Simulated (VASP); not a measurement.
# Pt (Fm-3m) in VASP: further runs, part 2 of 3

VASP 6.6.1. The steps go on from the part before.

## (3) Relaxation of cell and atoms, LDA

This run uses another cell than the first one, of 14.77 Å³/atom, 0.980 times its volume.

File INCAR:

```
SYSTEM = Pt
PREC = Accurate
ENCUT = 350
EDIFF = 1E-7
ISMEAR = 0
SIGMA = 0.1
LREAL = .FALSE.
LASPH = .TRUE.
NELM = 60
ALGO = Normal
ISIF = 3
LWAVE = .FALSE.
LCHARG = .FALSE.
GGA = CA
IBRION = 2
NSW = 80
EDIFFG = -0.002
```

File KPOINTS:

```
regular mesh
0
G
  10 10 10
  0 0 0
```

File POSCAR:

```
Pt                                      
1.0
   -0.0000000000      1.9475654864      1.9475654864
    1.9475654864      0.0000000000      1.9475654864
    1.9475654864      1.9475654864      0.0000000000
  Pt            
     1
Direct
     0.0000000000000000    1.0000000000000000    0.0000000000000000
```

Potentials or basis: VASP PAW LDA potentials, release 64 (Pt).

The run is started by

```sh
> cat potpaw_LDA.64/Pt/POTCAR > POTCAR
> mpirun -np 1 vasp_std > vasp.out
```

OUTCAR:

```text
SYSTEM = Pt
   PREC = Accurate
   ENCUT = 350
   EDIFF = 1E-7
   ISMEAR = 0
   LREAL = .FALSE.
   LASPH = .TRUE.
   NELM = 60
   ISIF = 3
   GGA = CA
   IBRION = 2
   NSW = 80
   EDIFFG = -0.002

 ion  position               nearest neighbor table
   1  0.000  0.000  0.000-

  LATTYP: Found a face centered cubic cell.
 ALAT       =     3.8951309728

  Lattice vectors:

 A1 = (   0.0000000000,   1.9475654864,   1.9475654864)
 A2 = (   1.9475654864,   0.0000000000,   1.9475654864)
 A3 = (   1.9475654864,   1.9475654864,   0.0000000000)

Analysis of symmetry for initial positions (statically):
=====================================================================
 Subroutine PRICEL returns:
 Original cell was already a primitive cell.

 Routine SETGRP: Setting up the symmetry group for a
 face centered cubic supercell.

 Subroutine GETGRP returns: Found 48 space group operations
 (whereof 48 operations were pure point group operations)
 out of a pool of 48 trial point group operations.

The static configuration has the point symmetry O_h .

Analysis of symmetry for dynamics (positions and initial velocities):
=====================================================================
 Subroutine PRICEL returns:
 Original cell was already a primitive cell.

 Routine SETGRP: Setting up the symmetry group for a
 face centered cubic supercell.

 Subroutine GETGRP returns: Found 48 space group operations
 (whereof 48 operations were pure point group operations)
 out of a pool of 48 trial point group operations.

The dynamic configuration has the point symmetry O_h .

 Subroutine INISYM returns: Found 48 space group operations
 (whereof 48 operations are pure point group operations),
 and found     1 'primitive' translations

----------------------------------------------------------------------------------------

                                     Primitive cell

  volume of cell :      14.7743

  direct lattice vectors                    reciprocal lattice vectors
     0.000000000  1.947565486  1.947565486    -0.256730777  0.256730777  0.256730777
     1.947565486  0.000000000  1.947565486     0.256730777 -0.256730777  0.256730777
     1.947565486  1.947565486  0.000000000     0.256730777  0.256730777 -0.256730777

  length of vectors
     2.754273524  2.754273524  2.754273524     0.444670749  0.444670749  0.444670749

  position of ions in fractional coordinates (direct lattice)
     0.000000000  0.000000000  0.000000000

  ion indices of the primitive-cell ions
   primitive index   ion index
                 1           1

----------------------------------------------------------------------------------------

 KPOINTS: regular mesh

Automatic generation of k-mesh.
 Grid dimensions read from file:
 generate k-points for:   10   10   10

 Generating k-lattice:
[... 45 lines left out ...]
   number of dos      NEDOS =    301   number of ions     NIONS =      1
   total plane-waves  NPLWV =   5832
   dimension x,y,z NGX =    18 NGY =   18 NGZ =   18
   dimension x,y,z NGXF=    36 NGYF=   36 NGZF=   36
   ions per type =               1
   NGX,Y,Z   is equivalent  to a cutoff of  10.86, 10.86, 10.86 a.u.
   NGXF,Y,Z  is equivalent  to a cutoff of  21.73, 21.73, 21.73 a.u.
 SYSTEM =  Pt
   PREC   = accura    normal or accurate (medium, high low for compatibility)
   ISTART =      0    job   : 0-new  1-cont  2-samecut
   ICHARG =      2    charge: 1-file 2-atom 10-const
   ISPIN  =      1    spin polarized calculation?
   LNONCOLLINEAR =      F non collinear calculations
   LSORBIT =      F    spin-orbit coupling
   LASPH  =      T    aspherical Exc in radial PAW
   ENCUT  =  350.0 eV  25.72 Ry    5.07 a.u.   4.20  4.20  4.20*2*pi/ulx,y,z
   NELM   =     60;   NELMIN=  2; NELMDL= -5     # of ELM steps
   EDIFF  = 0.1E-06   stopping-criterion for ELM
   LREAL  =      F    real-space projection
   EDIFFG = -.2E-02   stopping-criterion for IOM
   NSW    =     80    number of steps for IOM
   IBRION =      2    ionic relax: 0-MD 1-quasi-New 2-CG
   NFREE  =      1    steps in history (QN), initial steepest desc. (CG)
   ISIF   =      3    stress and relaxation
   ISYM   =      2    0-nonsym 1-usesym 2-fastsym
   POTIM  = 0.5000    time-step for ionic-motion
   TEBEG  =    0.0;   TEEND  =   0.0 temperature during run
   PSTRESS=    0.0 pullay stress
   NELECT =      10.0000    total number of electrons
   NUPDOWN=      -1.0000    fix difference up-down
   EMIN   =  10.00;   EMAX   =-10.00  energy-range for DOS
   EFERMI =   0.00;   METHOD = LEGACY
   ISMEAR =     0;   SIGMA  =   0.10  broadening in eV -4-tet -1-fermi 0-gaus
   EFERMI_NEDOS =   21; number of points for ismear=-14 and -15
   IALGO  =     38    algorithm
   IMIX   =      4    mixing-type and parameters
     AMIX     =   0.40;   BMIX     =  1.00
     AMIX_MAG =   1.60;   BMIX_MAG =  1.00
  volume/ion in A,a.u.               =      14.77        99.70
  Fermi-wavevector in a.u.,A,eV,Ry     =   1.437384  2.716262 28.110621  2.066072
  Thomas-Fermi vector in A             =   2.556468
   LORBIT       =      0    0 simple, 1 ext, 2 COOP (PROOUT), +10 PAW based schemes
   GGA     = CA    functional components
   LHFCALC =     F    Hartree Fock is set to
   AEXX    =    0.0000 exact exchange contribution
   IVDW    =     0    specifies the selected vdW correction
   LEPSILON=     F    determine dielectric tensor
   LRPA    =     F    only Hartree local field effects (RPA)
 conjugate gradient relaxation of ions
 non-spin polarized calculation
 Gauss-broadening in eV      SIGMA  =   0.10
  energy-cutoff  :      350.00
  volume of cell :       14.77
 maximum number of plane-waves:       229
 NGX is ok and might be reduce to    18
   NGX =  9   NGY =  9   NGZ =  9

--------------------------------------- Ionic step        1  -------------------------------------------

 number of electron      10.0000004 magnetization

 Free energy of the ion-electron system (eV)
  ---------------------------------------------------
  ext. energy  EPLUGINS =         0.00000000
  ---------------------------------------------------
  free energy    TOTEN  =        -7.49313925 eV

  energy without entropy =       -7.48775170  energy(sigma->0) =       -7.49044548

------------------------ aborting loop because EDIFF is reached ----------------------------------------

  FORCE on cell =-STRESS in cart. coord.  units (eV):
  Direction    XX          YY          ZZ          XY          YZ          ZX
  --------------------------------------------------------------------------------------
  -------------------------------------------------------------------------------------
  Total       -0.0086041     -0.0086041     -0.0086041      0.0000000      0.0000000      0.0000000
  in kB       -0.9330595     -0.9330595     -0.9330595      0.0000000      0.0000000      0.0000000
  external PRESSURE =      -0.9330595 kB  Pullay stress =       0.0000000 kB
[... 57 lines left out ...]
--------------------------------------- Ionic step        3  -------------------------------------------

 number of electron      10.0000004 magnetization

 Free energy of the ion-electron system (eV)
  ---------------------------------------------------
  ext. energy  EPLUGINS =         0.00000000
  ---------------------------------------------------
  free energy    TOTEN  =        -7.49314055 eV

  energy without entropy =       -7.48775923  energy(sigma->0) =       -7.49044989

 E-fermi :  11.5703     XC(G=0): -13.8086

 val. band max:       11.5048402339   @ k =   0.4000   0.3000   0.0000
 cond. band min:      11.5842228911   @ k =   0.5000   0.5000   0.0000
 fundamental gap:      0.0793826572
 Fermi energy:        11.5703498795

 k-point     1 :       0.0000    0.0000    0.0000
  band No.  band energies     occupation
      1       1.0670      2.00000
      2       7.6059      2.00000
      3       7.6059      2.00000
      4       7.6059      2.00000
      5       9.8720      2.00000
      6       9.8720      2.00000
      7      26.1111      0.00000
      8      31.1486      0.00000
      9      31.1486      0.00000
[... 265 lines left out ...]
 k-point    24 :       0.4000    0.3000    0.0000
  band No.  band energies     occupation
      1       4.7163      2.00000
      2       5.3441      2.00000
      3       8.8250      2.00000
      4      10.1891      2.00000
      5      11.5048      1.64579
      6      11.7665      0.00553
      7      23.6520      0.00000
      8      25.9725      0.00000
      9      26.5717      0.00000

 [... further k-points ...]

------------------------ aborting loop because EDIFF is reached ----------------------------------------

  FORCE on cell =-STRESS in cart. coord.  units (eV):
  Direction    XX          YY          ZZ          XY          YZ          ZX
  --------------------------------------------------------------------------------------
  -------------------------------------------------------------------------------------
  Total        0.0002096      0.0002096      0.0002096      0.0000000      0.0000000      0.0000000
  in kB        0.0227330      0.0227330      0.0227330      0.0000000      0.0000000      0.0000000
  external PRESSURE =       0.0227330 kB  Pullay stress =       0.0000000 kB
[... 16 lines left out ...]
  FREE ENERGIE OF THE ION-ELECTRON SYSTEM (eV)
  ---------------------------------------------------
  free  energy   TOTEN  =        -7.4931405472 eV

  energy  without entropy=       -7.4877592286  energy(sigma->0) =       -7.49044989

 reached required accuracy - stopping structural energy minimisation
```

It took 9.8 s on 1 thread of Intel Xeon Platinum 8259CL at 2.50GHz (Skylake/Cascade Lake), shared host; peak memory 0.11 GiB.

Results:

```
Free energy                            : -7.4931 eV
Relaxed volume                         : 14.77 Å³/atom
Relaxed cell                           : a = 2.754 Å, b = 2.754 Å, c = 2.754 Å, α = 60.00°, β = 60.00°, γ = 60.00°
Space group after relaxing (to 0.05 Å) : Fm-3m (No. 225)
Energy gained by relaxing              : 0.0 meV/atom
Ionic steps                            : 3
Pressure after relaxing                : 0.0 GPa
Band gap on the k mesh                 : none (metal or under the smearing width)
```

Final structure:
```cif
data_structure
_symmetry_space_group_name_H-M 'P 1'
_symmetry_Int_Tables_number 1
_cell_length_a 2.7540
_cell_length_b 2.7540
_cell_length_c 2.7540
_cell_angle_alpha 60.000
_cell_angle_beta 60.000
_cell_angle_gamma 60.000
_cell_volume 14.77
loop_
_atom_site_label
_atom_site_type_symbol
_atom_site_fract_x
_atom_site_fract_y
_atom_site_fract_z
_atom_site_occupancy
Pt1 Pt 0.00000 0.00000 0.00000 1
```

Spin-orbit coupling is left out, which matters for the levels of Pt.

(Part 2 of 3 ends here.)
